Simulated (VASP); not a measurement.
# Mo in VASP: single point with PBE

Aim: the single point of Mo with PBE.

Everything below comes from runs of VASP 6.6.1. Logs are shortened: lines on timing, memory, paths and dates and some standing lists are left out, and cuts for length are marked.

### 1 Starting point

The cell holds a slab with vacuum, 4 atoms: a = 3.123 Å, b = 3.123 Å, c = 26.163 Å, α = 90.00°, β = 90.00°, γ = 90.00°.

The cell was built by a generator and needn't be a form met in nature.

### 2 Single point, PBE

INCAR

```
PREC = Accurate
ENCUT = 520
EDIFF = 1E-6
ISMEAR = 1
SIGMA = 0.1
LREAL = F
LASPH = T
NELM = 100
ALGO = Fast
ISIF = 2
LWAVE = F
LCHARG = F
LDIPOL = T
IDIPOL = 3
DIPOL = 0.5 0.5 0.665
GGA = PE
NBANDS = 36
```

KPOINTS

```
regular mesh
0
Gamma
  12 12 1
```

POSCAR

```
Mo
1.0
    3.1228099925      0.0000000000      0.0000000000
    0.0000000000      3.1228099925      0.0000000000
    0.0000000000      0.0000000000     26.1625721684
Mo
4
Direct
    0.5000000000      0.0000000000      0.5750678059
    0.0000000000      0.5000000000      0.6361771000
    0.5000000000      0.0000000000      0.6980291234
    0.0000000000      0.5000000000      0.7521767168
```

Potentials or basis: VASP PAW PBE potentials, release 64 (Mo_sv).

Started as:

```bash
> cat potpaw_PBE.64/Mo_sv/POTCAR > POTCAR
> mpirun -np 1 vasp_std > vasp.out
```

OUTCAR:

```text
PREC = Accurate
   ENCUT = 520
   EDIFF = 1E-6
   ISMEAR = 1
   LREAL = F
   LASPH = T
   NELM = 100
   ISIF = 2
   GGA = PE

 ion  position               nearest neighbor table
   1  0.500  0.000  0.575-   2 2.73   2 2.73   2 2.73   2 2.73   3 3.22
   2  0.000  0.500  0.636-   1 2.73   1 2.73   1 2.73   1 2.73   3 2.74   3 2.74   3 2.74   3 2.74
                             4 3.03
   3  0.500  0.000  0.698-   4 2.62   4 2.62   4 2.62   4 2.62   2 2.74   2 2.74   2 2.74   2 2.74
                             1 3.22
   4  0.000  0.500  0.752-   3 2.62   3 2.62   3 2.62   3 2.62   2 3.03

  LATTYP: Found a simple tetragonal cell.
 ALAT       =     3.1228099925
 C/A-ratio  =     8.3778943424

  Lattice vectors:

 A1 = (   3.1228099925,   0.0000000000,   0.0000000000)
 A2 = (   0.0000000000,   3.1228099925,   0.0000000000)
 A3 = (   0.0000000000,   0.0000000000,  26.1625721684)

Analysis of symmetry for initial positions (statically):
=====================================================================
 Subroutine PRICEL returns:
 Original cell was already a primitive cell.

 Routine SETGRP: Setting up the symmetry group for a
 simple tetragonal supercell.

 Subroutine GETGRP returns: Found  8 space group operations
 (whereof  4 operations were pure point group operations)
 out of a pool of 16 trial point group operations.

The static configuration has the point symmetry C_2v.
 The point group associated with its full space group is C_4v.

Analysis of symmetry for dynamics (positions and initial velocities):
=====================================================================
 Subroutine PRICEL returns:
 Original cell was already a primitive cell.

 Routine SETGRP: Setting up the symmetry group for a
 simple tetragonal supercell.

 Subroutine GETGRP returns: Found  8 space group operations
 (whereof  4 operations were pure point group operations)
 out of a pool of 16 trial point group operations.

The dynamic configuration has the point symmetry C_2v.
 The point group associated with its full space group is C_4v.

 Subroutine INISYM returns: Found  8 space group operations
 (whereof  4 operations are pure point group operations),
 and found     1 'primitive' translations

----------------------------------------------------------------------------------------

                                     Primitive cell

  volume of cell :     255.1359

  direct lattice vectors                    reciprocal lattice vectors
     3.122809993  0.000000000  0.000000000     0.320224414  0.000000000  0.000000000
     0.000000000  3.122809993  0.000000000     0.000000000  0.320224414  0.000000000
     0.000000000  0.000000000 26.162572168     0.000000000  0.000000000  0.038222541

  length of vectors
     3.122809993  3.122809993 26.162572168     0.320224414  0.320224414  0.038222541

  position of ions in fractional coordinates (direct lattice)
     0.500000000  0.000000000  0.575067806
     0.000000000  0.500000000  0.636177100
     0.500000000  0.000000000  0.698029123
     0.000000000  0.500000000  0.752176717

  ion indices of the primitive-cell ions
   primitive index   ion index
                 1           1
                 2           2
                 3           3
                 4           4

----------------------------------------------------------------------------------------

 KPOINTS: regular mesh

Automatic generation of k-mesh.
 Grid dimensions read from file:
 generate k-points for:   12   12    1

 Generating k-lattice:

  Cartesian coordinates                     Fractional coordinates (reciprocal lattice)
     0.026685368  0.000000000  0.000000000     0.083333333  0.000000000  0.000000000
     0.000000000  0.026685368  0.000000000     0.000000000  0.083333333  0.000000000
     0.000000000  0.000000000  0.038222541     0.000000000  0.000000000  1.000000000

  Length of vectors
     0.026685368  0.026685368  0.038222541

  Shift w.r.t. Gamma in fractional coordinates (k-lattice)
     0.000000000  0.000000000  0.000000000

 Subroutine IBZKPT returns following result:
 ===========================================

 Found     28 irreducible k-points:

 Following reciprocal coordinates:
            Coordinates               Weight
  0.000000  0.000000  0.000000      1.000000
  0.083333  0.000000  0.000000      4.000000
  0.166667  0.000000  0.000000      4.000000
  0.250000  0.000000  0.000000      4.000000
  0.333333  0.000000  0.000000      4.000000
  0.416667  0.000000  0.000000      4.000000
[... 16 lines left out ...]
  0.333333  0.333333  0.000000      4.000000
  0.416667  0.333333  0.000000      8.000000
 [... further k-points ...]
   k-points           NKPTS =     28   k-points in BZ     NKDIM =     28   number of bands    NBANDS=     36
   number of dos      NEDOS =    301   number of ions     NIONS =      4
   total plane-waves  NPLWV = 112896
   dimension x,y,z NGX =    24 NGY =   24 NGZ =  196
   dimension x,y,z NGXF=    48 NGYF=   48 NGZF=  392
   ions per type =               4
   NGX,Y,Z   is equivalent  to a cutoff of  12.78, 12.78, 12.45 a.u.
   NGXF,Y,Z  is equivalent  to a cutoff of  25.55, 25.55, 24.91 a.u.
 SYSTEM =  unknown system
   PREC   = accura    normal or accurate (medium, high low for compatibility)
   ISTART =      0    job   : 0-new  1-cont  2-samecut
   ICHARG =      2    charge: 1-file 2-atom 10-const
   ISPIN  =      1    spin polarized calculation?
   LNONCOLLINEAR =      F non collinear calculations
   LSORBIT =      F    spin-orbit coupling
   LASPH  =      T    aspherical Exc in radial PAW
   ENCUT  =  520.0 eV  38.22 Ry    6.18 a.u.   5.81  5.81 48.65*2*pi/ulx,y,z
   NELM   =    100;   NELMIN=  2; NELMDL= -5     # of ELM steps
   EDIFF  = 0.1E-05   stopping-criterion for ELM
   LREAL  =      F    real-space projection
   EDIFFG = 0.1E-04   stopping-criterion for IOM
   NSW    =      0    number of steps for IOM
   IBRION =     -1    ionic relax: 0-MD 1-quasi-New 2-CG
   NFREE  =      0    steps in history (QN), initial steepest desc. (CG)
   ISIF   =      2    stress and relaxation
   ISYM   =      2    0-nonsym 1-usesym 2-fastsym
   POTIM  = 0.5000    time-step for ionic-motion
   TEBEG  =    0.0;   TEEND  =   0.0 temperature during run
   PSTRESS=    0.0 pullay stress
   NELECT =      56.0000    total number of electrons
   NUPDOWN=      -1.0000    fix difference up-down
   EMIN   =  10.00;   EMAX   =-10.00  energy-range for DOS
   EFERMI =   0.00;   METHOD = LEGACY
   ISMEAR =     1;   SIGMA  =   0.10  broadening in eV -4-tet -1-fermi 0-gaus
   EFERMI_NEDOS =   21; number of points for ismear=-14 and -15
   IALGO  =     68    algorithm
   IMIX   =      4    mixing-type and parameters
     AMIX     =   0.40;   BMIX     =  1.00
     AMIX_MAG =   1.60;   BMIX_MAG =  1.00
  volume/ion in A,a.u.               =      63.78       430.44
  Fermi-wavevector in a.u.,A,eV,Ry     =   0.987522  1.866147 13.268410  0.975201
  Thomas-Fermi vector in A             =   2.118983
   LORBIT       =      0    0 simple, 1 ext, 2 COOP (PROOUT), +10 PAW based schemes
   GGA     = PE    functional components
   LHFCALC =     F    Hartree Fock is set to
   AEXX    =    0.0000 exact exchange contribution
   IVDW    =     0    specifies the selected vdW correction
   LEPSILON=     F    determine dielectric tensor
   LRPA    =     F    only Hartree local field effects (RPA)
 non-spin polarized calculation
 RMM-DIIS sequential band-by-band and
 Methfessel and Paxton  Order N= 1 SIGMA  =   0.10
  energy-cutoff  :      520.00
  volume of cell :      255.14
 maximum number of plane-waves:      6960
 NGX is ok and might be reduce to    24
   NGX = 11   NGY = 11   NGZ = 97

 dipolmoment           0.000000      0.000000      0.000164 electrons x Angstroem

 number of electron      55.9999991 magnetization

 dipolmoment           0.000000      0.000000     -0.002259 electrons x Angstroem

 Free energy of the ion-electron system (eV)
  ---------------------------------------------------
  ext. energy  EPLUGINS =         0.00000000
  ---------------------------------------------------
  free energy    TOTEN  =       -39.63880469 eV

  energy without entropy =      -39.64243633  energy(sigma->0) =      -39.64001524

 E-fermi :   0.1718     XC(G=0):  -4.1580

 val. band max:        0.1687371057   @ k =   0.0833   0.0000   0.0000
 cond. band min:       0.1926305013   @ k =   0.5000   0.1667   0.0000
 fundamental gap:      0.0238933956
 Fermi energy:         0.1718475385

 k-point     1 :       0.0000    0.0000    0.0000
  band No.  band energies     occupation
      1     -60.7474      2.00000
      2     -60.5598      2.00000
      3     -60.3264      2.00000
      4     -60.2153      2.00000
      5     -35.0227      2.00000
      6     -34.9327      2.00000
[... 28 lines left out ...]
     35       2.6670      0.00000
     36       2.8288      0.00000

 k-point     2 :       0.0833    0.0000    0.0000
  band No.  band energies     occupation
      1     -60.7396      2.00000
      2     -60.5567      2.00000
      3     -60.3276      2.00000
      4     -60.2192      2.00000
      5     -35.0407      2.00000
      6     -34.9913      2.00000
[... 28 lines left out ...]
     35       2.5316      0.00000
     36       2.5575      0.00000

 k-point     3 :       0.1667    0.0000    0.0000
  band No.  band energies     occupation
      1     -60.7172      2.00000
      2     -60.5482      2.00000
      3     -60.3311      2.00000
      4     -60.2306      2.00000
      5     -35.1188      2.00000
      6     -35.0600      2.00000
[... 28 lines left out ...]
     35       2.4057      0.00000
     36       2.5093      0.00000
[... 742 lines left out ...]
 k-point    23 :       0.3333    0.3333    0.0000
  band No.  band energies     occupation
      1     -60.5879      2.00000
      2     -60.5202      2.00000
      3     -60.3374      2.00000
      4     -60.2687      2.00000
      5     -35.2633      2.00000
      6     -35.1967      2.00000
[... 28 lines left out ...]
     35       2.5705      0.00000
     36       2.9144      0.00000

 k-point    24 :       0.4167    0.3333    0.0000
  band No.  band energies     occupation
      1     -60.5704      2.00000
      2     -60.5214      2.00000
      3     -60.3358      2.00000
      4     -60.2697      2.00000
      5     -35.3071      2.00000
      6     -35.2492      2.00000
[... 28 lines left out ...]
     35       2.9753      0.00000
     36       3.0400      0.00000

 [... further k-points ...]

------------------------ aborting loop because EDIFF is reached ----------------------------------------

 vacuum level on the upper side and lower side of the slab       (xc-potential included)        -0.027         0.013

  FORCE on cell =-STRESS in cart. coord.  units (eV):
  Direction    XX          YY          ZZ          XY          YZ          ZX
  --------------------------------------------------------------------------------------
  -------------------------------------------------------------------------------------
  Total       -3.6596417     -3.6596417     -2.2907034      0.0000000      0.0000000      0.0000000
  in kB      -22.9814584    -22.9814584    -14.3849343      0.0000000      0.0000000      0.0000000
  external PRESSURE =     -20.1159503 kB  Pullay stress =       0.0000000 kB

 VOLUME and BASIS-vectors are now :
 -----------------------------------------------------------------------------
  energy-cutoff  :      520.00
  volume of cell :      255.14
      direct lattice vectors                 reciprocal lattice vectors
     3.122809993  0.000000000  0.000000000     0.320224414  0.000000000  0.000000000
     0.000000000  3.122809993  0.000000000     0.000000000  0.320224414  0.000000000
     0.000000000  0.000000000 26.162572168     0.000000000  0.000000000  0.038222541

 POSITION                                       TOTAL-FORCE (eV/Angst)
 -----------------------------------------------------------------------------------
      1.56140      0.00000     15.04525         0.000000      0.000000      1.544078
      0.00000      1.56140     16.64403         0.000000      0.000000     -1.789694
      1.56140      0.00000     18.26224         0.000000      0.000000      0.382476
      0.00000      1.56140     19.67888         0.000000      0.000000     -0.136860
 -----------------------------------------------------------------------------------
    total drift:                                0.000000      0.000000      0.000858

  FREE ENERGIE OF THE ION-ELECTRON SYSTEM (eV)
  ---------------------------------------------------
  free  energy   TOTEN  =       -39.6388046892 eV

  energy  without entropy=      -39.6424363302  energy(sigma->0) =      -39.64001524

 vacuum level on the upper side and lower side of the slab         4.006         4.048
```

Wall time 5.6 min (1 thread of Intel Xeon Platinum 8488C (Sapphire Rapids), shared host); peak memory 0.43 GiB.

Results:

```
Free energy            : -39.6388 eV
Largest force          : 1.790 eV/Å
Band gap on the k mesh : none (metal or under the smearing width)
```

Forces on the atoms (eV/Å):
```
Mo   0.000  0.000  1.544
Mo   0.000  0.000 -1.790
Mo   0.000  0.000  0.382
Mo   0.000  0.000 -0.137
```

Levels at points of the mesh, in eV from the Fermi level:
```tsv
k point	band 25	band 26	band 27	band 28	band 29	band 30	band 31	band 32
(0.00, 0.00, 0.00)	-0.81	-0.68	-0.27	-0.27	-0.13	0.10	0.67	1.10
(0.50, 0.00, 0.00)	-0.72	-0.59	-0.29	-0.27	0.60	0.99	1.28	1.65
(0.50, 0.50, 0.00)	-0.90	-0.90	1.72	1.78	1.78	1.78	2.39	2.55
```
